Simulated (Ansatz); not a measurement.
# Cu under changes of volume

One of the cells (11.810 Å³/atom); the others are scaled copies at fixed shape and fractional positions:

```xyz
1
Lattice="0.0000 1.8075 1.8075 1.8075 0.0000 1.8075 1.8075 1.8075 0.0000" Properties=species:S:1:pos:R:3 pbc="T T T"
Cu    0.0000    0.0000    0.0000
```

| Quantity | Value |
| --- | --- |
| Program | Ansatz 0.2.0 |
| Functional | RPBE |
| Potentials or basis | Ansatz PAW |
| Cutoff | 420 eV (not typed: the program's choice for these potentials) |
| k mesh | 13 × 13 × 13 |
| Occupations | fermi-dirac, width 0.05 eV |
| Spin | no spin polarisation |

```csv
volume (Å³/atom),energy over the lowest point (meV/atom),pressure (GPa)
11.102,?,?
11.338,40.31,13.7
11.574,22.95,9.9
11.810,10.83,6.6
12.047,3.35,3.6
12.283,0.00,1.0
12.519,0.33,-1.4
```

Task: What does the run at 11.102 Å³/atom give?

Result: Energy over the lowest point 63.50 meV/atom; pressure 17.9 GPa.

Worked out: A Birch-Murnaghan fit of order 3 (a polynomial in V^(-2/3)) to the other rows has its minimum at 12.38 Å³/atom with B0 = V·E''(V) = 124 GPa and B' = 5.3. It gives 63.58 meV/atom at 11.102 Å³/atom, against the run's 63.50, and -dE/dV = 18.0 GPa, against 17.9.

Energies are extrapolated to zero smearing.

Caveats: the PAW data sets come from PBE, with cores solved anew for the run's functional, which leaves a small shift of forces and pressure.
